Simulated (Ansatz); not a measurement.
Born–Oppenheimer molecular dynamics of a periodic cell of 13 atoms, Cd₁₂O (surface Cd(0001), adsorbate O). It goes on from the last frame of an earlier run, with new velocities.

Method: DFT PBE-D3(BJ), scalar-relativistic, plane waves, PAW in Ansatz 0.2.0. Settings: cutoff 420 eV, k mesh 2x2x1, fermi-dirac smearing 0.15 eV, no spin polarisation.

```
ensemble                      : NVE (velocity Verlet)
time step                     : 1.5 fs
steps asked                   : 300
starting velocities drawn for : 2400 K
atoms held                    : 1 to 4
seed                          : 804493
```

Frames 30 fs apart, positions in Å, forces in eV/Å.

Velocities at 0 fs (Å/ps):

```
Cd 0.00 0.00 0.00
Cd 0.00 0.00 0.00
Cd 0.00 0.00 0.00
Cd 0.00 0.00 0.00
Cd 2.05 -0.72 -1.23
Cd 3.08 3.33 2.12
Cd -1.86 4.11 5.92
Cd 2.38 6.36 -1.03
Cd 2.77 15.03 6.13
Cd 1.78 -2.80 1.11
Cd 0.17 2.61 -1.38
Cd -4.27 -2.86 1.05
O 11.19 4.13 6.24
```

```xyz
13
Lattice="5.9600 0.0000 0.0000 2.9800 5.1615 0.0000 0.0000 0.0000 16.6203" Properties=species:S:1:pos:R:3:forces:R:3 time_fs=0 energy_less_start_eV=0.000 T=2400
Cd 0.000 0.000 1.000 0.13 0.06 0.39
Cd 2.980 0.000 1.000 -0.16 0.08 0.44
Cd 1.490 2.581 1.000 0.00 -0.21 0.09
Cd 4.470 2.581 1.000 -0.02 -0.02 0.35
Cd -0.311 1.526 4.335 0.82 -0.61 -0.19
Cd 2.784 1.765 3.785 -0.18 -0.49 -0.07
Cd 1.326 4.121 3.628 0.54 0.17 -0.45
Cd 4.598 4.011 4.242 -1.09 0.92 0.03
Cd 0.422 -0.107 6.886 0.28 -0.28 -0.23
Cd 3.615 0.239 6.092 -0.44 0.08 0.24
Cd 2.707 2.278 8.042 -0.06 0.55 -0.20
Cd 5.687 2.573 7.582 -0.45 0.24 -0.20
O 6.969 4.257 7.921 0.65 -0.47 -0.21
13
Lattice="5.9600 0.0000 0.0000 2.9800 5.1615 0.0000 0.0000 0.0000 16.6203" Properties=species:S:1:pos:R:3:forces:R:3 time_fs=30 energy_less_start_eV=0.306 T=2137
Cd 0.000 0.000 1.000 0.08 0.04 0.46
Cd 2.980 0.000 1.000 -0.10 0.05 0.49
Cd 1.490 2.581 1.000 -0.01 -0.10 0.26
Cd 4.470 2.581 1.000 0.02 -0.01 0.37
Cd -0.222 1.492 4.290 0.53 0.23 -0.18
Cd 2.869 1.852 3.844 -0.15 -0.06 -0.18
Cd 1.300 4.241 3.778 1.03 -0.55 -1.17
Cd 4.623 4.225 4.214 -1.23 0.03 0.06
Cd 0.522 0.310 7.057 0.95 -2.35 -0.68
Cd 3.651 0.157 6.148 -0.37 0.09 1.18
Cd 2.706 2.382 7.991 -0.01 0.36 -0.36
Cd 5.549 2.532 7.614 -0.59 2.57 0.37
O 7.405 4.160 7.987 -0.14 -0.30 -0.62
13
Lattice="5.9600 0.0000 0.0000 2.9800 5.1615 0.0000 0.0000 0.0000 16.6203" Properties=species:S:1:pos:R:3:forces:R:3 time_fs=60 energy_less_start_eV=0.452 T=2010
Cd 0.000 0.000 1.000 0.09 0.02 0.45
Cd 2.980 0.000 1.000 -0.09 0.02 0.52
Cd 1.490 2.581 1.000 -0.02 -0.06 0.30
Cd 4.470 2.581 1.000 0.04 0.04 0.37
Cd -0.093 1.475 4.232 -0.05 0.99 -0.03
Cd 2.944 1.931 3.891 0.13 -0.05 -0.08
Cd 1.346 4.322 3.844 0.45 -0.66 -1.11
Cd 4.560 4.444 4.189 -0.34 -0.68 -0.03
Cd 0.690 0.564 7.179 0.76 -2.06 -0.73
Cd 3.659 0.084 6.284 -0.83 0.85 -0.25
Cd 2.728 2.472 7.915 -0.04 -0.50 -0.15
Cd 5.371 2.668 7.668 -0.07 1.81 0.14
O 7.598 4.191 7.759 -0.03 0.27 0.61
13
Lattice="5.9600 0.0000 0.0000 2.9800 5.1615 0.0000 0.0000 0.0000 16.6203" Properties=species:S:1:pos:R:3:forces:R:3 time_fs=90 energy_less_start_eV=0.632 T=1856
Cd 0.000 0.000 1.000 0.07 0.02 0.42
Cd 2.980 0.000 1.000 -0.07 0.01 0.53
Cd 1.490 2.581 1.000 -0.03 -0.03 0.31
Cd 4.470 2.581 1.000 0.08 0.06 0.37
Cd 0.030 1.536 4.171 -0.87 1.85 0.06
Cd 3.028 2.007 3.931 0.32 -0.21 -0.05
Cd 1.426 4.356 3.827 -0.22 -0.29 -0.52
Cd 4.474 4.608 4.164 0.90 -1.61 -0.05
Cd 0.906 0.661 7.245 -1.15 -1.07 -0.32
Cd 3.589 0.082 6.382 0.30 0.09 0.04
Cd 2.751 2.513 7.827 -1.46 0.04 -0.06
Cd 5.199 2.942 7.732 2.06 0.38 -0.29
O 7.830 4.386 7.972 0.07 0.77 -0.42
13
Lattice="5.9600 0.0000 0.0000 2.9800 5.1615 0.0000 0.0000 0.0000 16.6203" Properties=species:S:1:pos:R:3:forces:R:3 time_fs=120 energy_less_start_eV=0.856 T=1664
Cd 0.000 0.000 1.000 0.05 0.05 0.42
Cd 2.980 0.000 1.000 -0.05 0.01 0.51
Cd 1.490 2.581 1.000 -0.02 -0.01 0.31
Cd 4.470 2.581 1.000 0.11 0.07 0.36
Cd 0.093 1.728 4.114 -0.60 1.12 0.03
Cd 3.134 2.065 3.967 0.16 -0.44 -0.06
Cd 1.493 4.368 3.768 -0.34 0.20 -0.12
Cd 4.447 4.660 4.134 0.82 -1.04 -0.12
Cd 1.036 0.671 7.288 -2.41 -0.80 0.01
Cd 3.514 0.118 6.434 1.55 0.06 -0.39
Cd 2.672 2.572 7.734 -0.61 1.49 0.22
Cd 5.164 3.248 7.779 1.37 -0.58 -0.05
O 8.369 4.686 8.283 -0.02 -0.14 -1.13
13
Lattice="5.9600 0.0000 0.0000 2.9800 5.1615 0.0000 0.0000 0.0000 16.6203" Properties=species:S:1:pos:R:3:forces:R:3 time_fs=150 energy_less_start_eV=0.878 T=1644
Cd 0.000 0.000 1.000 0.09 0.09 0.41
Cd 2.980 0.000 1.000 -0.08 0.05 0.47
Cd 1.490 2.581 1.000 0.03 -0.05 0.27
Cd 4.470 2.581 1.000 0.08 0.06 0.32
Cd 0.113 2.003 4.059 0.06 -0.33 0.09
Cd 3.250 2.089 3.999 -0.38 -0.62 -0.04
Cd 1.538 4.395 3.699 0.00 0.60 0.03
Cd 4.481 4.634 4.094 0.31 0.18 -0.12
Cd 1.036 0.657 7.299 -0.89 1.13 -0.94
Cd 3.552 0.164 6.456 1.67 0.71 -1.00
Cd 2.546 2.722 7.651 0.07 1.17 0.02
Cd 5.237 3.505 7.824 0.50 -1.93 0.53
O 8.540 4.820 8.252 -1.46 -1.06 -0.04
13
Lattice="5.9600 0.0000 0.0000 2.9800 5.1615 0.0000 0.0000 0.0000 16.6203" Properties=species:S:1:pos:R:3:forces:R:3 time_fs=180 energy_less_start_eV=0.569 T=1911
Cd 0.000 0.000 1.000 0.18 0.14 0.36
Cd 2.980 0.000 1.000 -0.13 0.12 0.43
Cd 1.490 2.581 1.000 0.07 -0.13 0.24
Cd 4.470 2.581 1.000 0.04 0.04 0.29
Cd 0.134 2.255 4.012 0.35 -1.35 0.21
Cd 3.337 2.068 4.027 -0.82 -0.49 -0.02
Cd 1.583 4.468 3.630 0.54 0.83 0.02
Cd 4.539 4.620 4.047 -0.12 0.83 0.03
Cd 0.962 0.713 7.240 -1.54 -0.15 -0.28
Cd 3.710 0.259 6.407 0.78 0.84 -0.62
Cd 2.428 2.916 7.555 0.61 -0.74 -0.49
Cd 5.350 3.628 7.905 0.09 -1.35 0.37
O 7.971 4.763 8.268 -0.04 1.40 -0.54
13
Lattice="5.9600 0.0000 0.0000 2.9800 5.1615 0.0000 0.0000 0.0000 16.6203" Properties=species:S:1:pos:R:3:forces:R:3 time_fs=210 energy_less_start_eV=0.630 T=1859
Cd 0.000 0.000 1.000 0.30 0.15 0.20
Cd 2.980 0.000 1.000 -0.19 0.13 0.38
Cd 1.490 2.581 1.000 0.10 -0.15 0.21
Cd 4.470 2.581 1.000 0.02 0.08 0.31
Cd 0.180 2.409 3.980 0.40 -1.51 0.20
Cd 3.364 2.012 4.053 -0.84 0.21 -0.25
Cd 1.668 4.601 3.563 0.61 0.44 0.05
Cd 4.588 4.665 4.001 -0.43 0.82 0.10
Cd 0.775 0.761 7.161 -0.31 -0.23 -0.15
Cd 3.920 0.422 6.287 -0.84 0.81 -2.25
Cd 2.347 3.064 7.424 0.45 0.45 -0.08
Cd 5.470 3.651 8.013 -0.31 -0.11 -0.03
O 7.490 5.313 8.162 1.03 -1.08 1.32
13
Lattice="5.9600 0.0000 0.0000 2.9800 5.1615 0.0000 0.0000 0.0000 16.6203" Properties=species:S:1:pos:R:3:forces:R:3 time_fs=240 energy_less_start_eV=0.833 T=1684
Cd 0.000 0.000 1.000 0.41 0.16 -0.14
Cd 2.980 0.000 1.000 -0.14 0.09 0.30
Cd 1.490 2.581 1.000 0.08 -0.09 0.19
Cd 4.470 2.581 1.000 0.03 0.08 0.33
Cd 0.255 2.452 3.963 0.16 -0.77 0.17
Cd 3.324 1.978 4.053 -0.94 1.54 -1.30
Cd 1.796 4.764 3.500 0.14 -0.36 0.08
Cd 4.608 4.769 3.963 -0.19 0.15 0.12
Cd 0.563 0.793 7.073 1.00 0.06 0.39
Cd 4.082 0.635 6.065 -0.88 -0.42 1.41
Cd 2.303 3.242 7.287 0.55 -0.09 -0.12
Cd 5.569 3.660 8.120 -0.39 0.48 -0.22
O 7.431 5.375 8.293 0.18 -0.84 -1.20
13
Lattice="5.9600 0.0000 0.0000 2.9800 5.1615 0.0000 0.0000 0.0000 16.6203" Properties=species:S:1:pos:R:3:forces:R:3 time_fs=270 energy_less_start_eV=1.184 T=1382
Cd 0.000 0.000 1.000 0.59 0.17 -0.64
Cd 2.980 0.000 1.000 -0.14 0.01 0.27
Cd 1.490 2.581 1.000 0.05 -0.06 0.14
Cd 4.470 2.581 1.000 0.08 0.13 0.34
Cd 0.341 2.437 3.959 -0.35 0.03 0.14
Cd 3.215 2.054 3.959 -0.55 1.71 -1.42
Cd 1.932 4.904 3.446 -0.75 -0.63 0.35
Cd 4.615 4.885 3.934 0.40 -0.57 0.20
Cd 0.434 0.834 7.015 2.81 0.78 0.76
Cd 4.170 0.826 5.919 -1.97 -0.18 0.72
Cd 2.304 3.402 7.136 1.55 -2.97 -1.29
Cd 5.635 3.701 8.210 -0.89 0.15 -0.17
O 7.471 5.047 7.975 -0.83 1.43 0.59
13
Lattice="5.9600 0.0000 0.0000 2.9800 5.1615 0.0000 0.0000 0.0000 16.6203" Properties=species:S:1:pos:R:3:forces:R:3 time_fs=300 energy_less_start_eV=0.462 T=2003
Cd 0.000 0.000 1.000 0.70 0.14 -1.03
Cd 2.980 0.000 1.000 -0.14 -0.08 0.24
Cd 1.490 2.581 1.000 -0.02 -0.03 0.03
Cd 4.470 2.581 1.000 0.15 0.19 0.28
Cd 0.397 2.421 3.967 -1.18 0.43 0.21
Cd 3.071 2.255 3.762 0.78 0.72 -0.55
Cd 2.011 4.999 3.419 -1.41 -0.32 0.77
Cd 4.653 4.960 3.920 0.78 -0.79 0.25
Cd 0.494 0.924 7.011 1.30 0.36 0.53
Cd 4.119 1.003 5.835 -1.31 0.24 0.13
Cd 2.404 3.387 6.909 0.33 -0.54 -0.34
Cd 5.639 3.755 8.286 -0.50 0.02 -0.32
O 7.221 5.188 7.757 0.51 -0.35 -0.19
13
Lattice="5.9600 0.0000 0.0000 2.9800 5.1615 0.0000 0.0000 0.0000 16.6203" Properties=species:S:1:pos:R:3:forces:R:3 time_fs=330 energy_less_start_eV=0.278 T=2161
Cd 0.000 0.000 1.000 0.66 0.09 -0.91
Cd 2.980 0.000 1.000 -0.16 -0.12 0.18
Cd 1.490 2.581 1.000 -0.19 -0.07 -0.21
Cd 4.470 2.581 1.000 0.30 0.20 0.08
Cd 0.367 2.435 3.992 -1.24 0.24 0.28
Cd 2.981 2.512 3.521 1.29 -0.33 0.13
Cd 1.987 5.072 3.449 -1.22 0.29 0.76
Cd 4.746 4.978 3.925 0.43 -0.36 0.13
Cd 0.658 1.044 7.048 -0.22 -0.09 0.12
Cd 3.970 1.194 5.760 0.01 -0.32 -0.16
Cd 2.545 3.304 6.642 -0.51 1.15 0.20
Cd 5.606 3.814 8.337 0.11 0.27 -0.53
O 7.107 5.316 7.575 0.74 -0.95 -0.06
```

Of the whole run (450 fs, mean temperature of the second half 1796 K): The conserved energy stayed within 0.17 meV per atom of its start (net change -0.0054 meV per atom), so the integration is sound. A run of 0.45 ps of so small a system gives no equilibrium averages. Limits of this set-up: coarse k mesh, thin slab, slab without dipole correction, a typed lattice constant that wasn't relaxed here.

The run took 20 min on 2 threads of Intel(R) Xeon(R) Platinum 8488C (Sapphire Rapids) (shared host), peak memory 1.3 GiB.
